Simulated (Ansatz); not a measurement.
# Te2Mo (P6_3/mmc) in Ansatz: notebook, part 2 of 2

Ansatz 0.2.0. Earlier steps stand in the parts before.

## 4. Single point, r2SCAN+rVV10, 24.47 Å³/atom (volume scaled by 0.98)

Input file input.yaml:

```yaml
crystal:
  lattice:
    - [3.494587208, 0.0, 0.0]
    - [-1.747293604, 3.0264012979, 0.0]
    - [0.0, 0.0, 13.8798146239]
  atoms:
    - { symbol: Te, position: [0.6666666667, 0.3333333333, 0.379] }
    - { symbol: Te, position: [0.3333333333, 0.6666666667, 0.879] }
    - { symbol: Te, position: [0.6666666667, 0.3333333333, 0.121] }
    - { symbol: Te, position: [0.3333333333, 0.6666666667, 0.621] }
    - { symbol: Mo, position: [0.6666666667, 0.3333333333, 0.75] }
    - { symbol: Mo, position: [0.3333333333, 0.6666666667, 0.25] }
hamiltonian:
  xc: r2scan
  pseudopotentials: { kind: paw }
  dispersion: rvv10
kpoints:
  mp_grid: { grid: [9, 9, 2] }
scf:
  occupations: { method: fermi_dirac, width: 0.05 }
output:
  forces: true
  stress: true
  eigenvalues: true
```

Command:

```bash
> ansatz run input.yaml --threads 2 --pin off --max-ram 5120MiB --backend cpu --events-out ev --progress --plain --runs-dir out
```

Wall time 14 s (2 threads of Arm Neoverse V1, shared host); peak memory 1 GiB.

The run converged. Its results:

```
Free energy            : -37905.3311 eV
Pressure               : 3.3 GPa
Largest force          : 0.244 eV/Å
Band gap on the k mesh : 0.87 eV, indirect (least direct gap 1.16 eV)
```

Caveat: odd divisions of the mesh miss points on the zone boundary, where band edges often lie, so the gap on the mesh can be too wide; spin-orbit coupling is left out, which moves the levels of the heavy elements; the PAW data sets come from PBE, with cores solved anew for the run's functional, which leaves a small shift of forces and pressure.

## 5. Single point, r2SCAN+rVV10, 24.96 Å³/atom

Edit input.yaml of step 4 so:

```diff
@@ -2,5 +2,5 @@
   lattice:
-    - [3.494587208, 0.0, 0.0]
-    - [-1.747293604, 3.0264012979, 0.0]
-    - [0.0, 0.0, 13.8798146239]
+    - [3.5182, 0.0, 0.0]
+    - [-1.7591, 3.0468505756, 0.0]
+    - [0.0, 0.0, 13.9736]
   atoms:
@@ -24 +24,5 @@
   eigenvalues: true
+  write_density: true
+  write_potential: true
+  elf: true
+  volumetric_format: npy
```

Command:

```bash
> ansatz run input.yaml --threads 2 --pin off --max-ram 5120MiB --backend cpu --events-out ev --progress --plain --runs-dir out
```

It took 18 s on 2 threads of Arm Neoverse V1, shared host; peak memory 1 GiB.

It converged, with:

```yaml
Free_energy: -37905.3710 eV
Pressure: 1.0 GPa
Largest_force: 0.045 eV/Å
Band_gap_on_the_k_mesh: 0.88 eV, indirect (least direct gap 1.13 eV)
```

Caveat: odd divisions of the mesh miss points on the zone boundary, where band edges often lie, so the gap on the mesh can be too wide; spin-orbit coupling is left out, which moves the levels of the heavy elements; the PAW data sets come from PBE, with cores solved anew for the run's functional, which leaves a small shift of forces and pressure.

## 6. Single point, r2SCAN+rVV10, 25.46 Å³/atom (volume scaled by 1.02)

Edit input.yaml of step 5 so:

```diff
@@ -2,5 +2,5 @@
   lattice:
-    - [3.5182, 0.0, 0.0]
-    - [-1.7591, 3.0468505756, 0.0]
-    - [0.0, 0.0, 13.9736]
+    - [3.5415000168, 0.0, 0.0]
+    - [-1.7707500084, 3.067028982, 0.0]
+    - [0.0, 0.0, 14.0661430943]
   atoms:
@@ -24,5 +24 @@
   eigenvalues: true
-  write_density: true
-  write_potential: true
-  elf: true
-  volumetric_format: npy
```

Potentials or basis: Ansatz PAW.

Command:

```bash
> ansatz run input.yaml --threads 2 --pin off --max-ram 5120MiB --backend cpu --events-out ev --progress --plain --runs-dir out
```

Wall time 15 s (2 threads of Arm Neoverse V1, shared host); peak memory 1 GiB.

Results (log left out):

```
Free energy            : -37905.3709 eV
Pressure               : -1.0 GPa
Largest force          : 0.312 eV/Å
Band gap on the k mesh : 0.88 eV, indirect (least direct gap 1.10 eV)
```

Caveat: odd divisions of the mesh miss points on the zone boundary, where band edges often lie, so the gap on the mesh can be too wide; spin-orbit coupling is left out, which moves the levels of the heavy elements; the PAW data sets come from PBE, with cores solved anew for the run's functional, which leaves a small shift of forces and pressure.

## 7. Single point, r2SCAN+rVV10, 25.96 Å³/atom (volume scaled by 1.04)

Edit input.yaml of step 6 so:

```diff
@@ -2,5 +2,5 @@
   lattice:
-    - [3.5415000168, 0.0, 0.0]
-    - [-1.7707500084, 3.067028982, 0.0]
-    - [0.0, 0.0, 14.0661430943]
+    - [3.5644974145, 0.0, 0.0]
+    - [-1.7822487073, 3.0869453127, 0.0]
+    - [0.0, 0.0, 14.1574842452]
   atoms:
```

Command:

```bash
> ansatz run input.yaml --threads 2 --pin off --max-ram 5120MiB --backend cpu --events-out ev --progress --plain --runs-dir out
```

It took 15 s on 2 threads of Arm Neoverse V1, shared host; peak memory 1 GiB.

Results (log left out):

```yaml
Free_energy: -37905.3349 eV
Pressure: -2.8 GPa
Largest_force: 0.559 eV/Å
Band_gap_on_the_k_mesh: 0.89 eV, indirect (least direct gap 1.07 eV)
```

Caveat: odd divisions of the mesh miss points on the zone boundary, where band edges often lie, so the gap on the mesh can be too wide; spin-orbit coupling is left out, which moves the levels of the heavy elements; the PAW data sets come from PBE, with cores solved anew for the run's functional, which leaves a small shift of forces and pressure.

## 8. Single point, r2SCAN+rVV10, 26.46 Å³/atom (volume scaled by 1.06)

Edit input.yaml of step 7 so:

```diff
@@ -2,5 +2,5 @@
   lattice:
-    - [3.5644974145, 0.0, 0.0]
-    - [-1.7822487073, 3.0869453127, 0.0]
-    - [0.0, 0.0, 14.1574842452]
+    - [3.5872018318, 0.0, 0.0]
+    - [-1.7936009159, 3.1066079149, 0.0]
+    - [0.0, 0.0, 14.2476617354]
   atoms:
```

Command:

```bash
> ansatz run input.yaml --threads 2 --pin off --max-ram 5120MiB --backend cpu --events-out ev --progress --plain --runs-dir out
```

It took 15 s on 2 threads of Arm Neoverse V1, shared host; peak memory 1 GiB.

Results (log left out):

- Free energy: -37905.2666 eV
- Pressure: -4.5 GPa
- Largest force: 0.786 eV/Å
- Band gap on the k mesh: 0.90 eV, indirect (least direct gap 1.04 eV)

Caveat: odd divisions of the mesh miss points on the zone boundary, where band edges often lie, so the gap on the mesh can be too wide; spin-orbit coupling is left out, which moves the levels of the heavy elements; the PAW data sets come from PBE, with cores solved anew for the run's functional, which leaves a small shift of forces and pressure.

## 9. Equation of state, r2SCAN+rVV10

Potentials or basis: Ansatz PAW.

This step only gathers the single runs of the series.

Results:

```
Equilibrium volume                        : 25.21 Å³/atom
Bulk modulus at fixed shape and positions : 103 GPa
Pressure derivative of the bulk modulus   : 4.5
```

Energy against volume, from the lowest point:
```
volume (Å³/atom)  energy (meV/atom)
          23.467              43.23
          23.966              20.79
          24.466               6.66
          24.965               0.00
          25.464               0.02
          25.963               6.03
          26.463              17.41
```

Caveat: the cell was scaled at fixed shape and fractional positions, which overstates the stiffness of a crystal with free parameters, most of all of layers and chains; the PAW data sets were made with another functional, which shifts forces and pressure a little. The run has no spin-orbit coupling, so splittings on Te are missing.

## 10. Band structure, PBE

Input file input.yaml:

```yaml
crystal:
  lattice:
    - [3.5182, 0.0, 0.0]
    - [-1.7591, 3.0468505756, 0.0]
    - [0.0, 0.0, 13.9736]
  atoms:
    - { symbol: Te, position: [0.6666666667, 0.3333333333, 0.379] }
    - { symbol: Te, position: [0.3333333333, 0.6666666667, 0.879] }
    - { symbol: Te, position: [0.6666666667, 0.3333333333, 0.121] }
    - { symbol: Te, position: [0.3333333333, 0.6666666667, 0.621] }
    - { symbol: Mo, position: [0.6666666667, 0.3333333333, 0.75] }
    - { symbol: Mo, position: [0.3333333333, 0.6666666667, 0.25] }
hamiltonian:
  xc: pbe
  pseudopotentials: { kind: paw, core: small }
kpoints:
  mp_grid: { grid: [9, 9, 2] }
  band_path:
    path:
      - [[0.0, 0.0, 0.0], [0.5, 0.0, 0.0], [0.3333333333, 0.3333333333, 0.0], [0.0, 0.0, 0.0], [0.0, 0.0, 0.5], [0.5, 0.0, 0.5], [0.3333333333, 0.3333333333, 0.5], [0.0, 0.0, 0.5]]
      - [[0.5, 0.0, 0.5], [0.5, 0.0, 0.0]]
      - [[0.3333333333, 0.3333333333, 0.0], [0.3333333333, 0.3333333333, 0.5]]
    npoints: 14
scf:
  occupations: { method: fermi_dirac, width: 0.05 }
  n_extra_bands: 15
output:
  forces: true
  stress: true
  eigenvalues: true
  fatbands: false
```

Command:

```bash
> ansatz run input.yaml --threads 2 --pin off --max-ram 5120MiB --backend cpu --events-out ev --progress --plain --runs-dir out
```

It took 20 s on 2 threads of Arm Neoverse V1, shared host; peak memory 0.79 GiB.

Results (log left out):

```
Free energy             : -37833.3944 eV
Pressure                : 2.9 GPa
Largest force           : 0.175 eV/Å
Band gap on the k mesh  : 0.78 eV, indirect (least direct gap 1.04 eV)
Band gap along the path : 0.71 eV, indirect (least direct gap 1.04 eV)
```

Forces on the atoms (eV/Å):
```
Te   0.000  0.000  0.175
Te   0.000  0.000  0.175
Te   0.000  0.000 -0.175
Te   0.000  0.000 -0.175
Mo   0.000  0.000  0.000
Mo   0.000  0.000  0.000
```

Stress tensor (GPa, compression positive):
```
2.70 0.00 0.00
0.00 2.70 0.00
0.00 0.00 3.38
```

Levels at the corners of the path, in eV from the valence-band top:
| point | band 44 | band 45 | band 46 | band 47 | band 48 | band 49 |
| --- | --- | --- | --- | --- | --- | --- |
| Γ | -1.01 | -0.32 | 0.00 | 2.90 | 2.90 | 3.03 |
| M | -0.96 | -0.60 | -0.31 | 1.27 | 1.32 | 1.46 |
| K | -1.83 | -0.31 | -0.07 | 0.97 | 0.97 | 1.16 |
| Γ | -1.01 | -0.32 | 0.00 | 2.90 | 2.90 | 3.03 |
| A | -1.03 | -0.08 | -0.08 | 2.94 | 2.94 | 2.94 |
| L | -0.97 | -0.46 | -0.46 | 1.29 | 1.29 | 1.64 |
| H | -1.99 | -0.21 | -0.21 | 0.98 | 0.98 | 1.63 |
| A | -1.03 | -0.08 | -0.08 | 2.94 | 2.94 | 2.94 |
| L | -0.97 | -0.46 | -0.46 | 1.29 | 1.29 | 1.64 |
| M | -0.96 | -0.60 | -0.31 | 1.27 | 1.32 | 1.46 |
| K | -1.83 | -0.31 | -0.07 | 0.97 | 0.97 | 1.16 |
| H | -1.99 | -0.21 | -0.21 | 0.98 | 0.98 | 1.63 |

Caveat: the k mesh misses the band edges, so the gap on the mesh is wider than the one along the path; spin-orbit coupling is left out, which moves the levels of the heavy elements; this functional lacks dispersion, which binds the layers, so the pressure and a relaxed spacing across them are unreliable.

## 11. How close it comes

Step 10. Measured gap of Te2Mo: 0.88 eV (indirect; 300 K; quoted in “Broadband infrared study of pressure-tunable Fano resonance and metallization transition in 2H-MoTe2”, 2022, pmc:9569381). This calculation gives 0.71 eV (-0.17 eV). Spin-orbit coupling on Mo, Te is left out. The value is that of PBE, without temperature or zero-point motion. Semilocal functionals fall short of measured gaps as a rule.
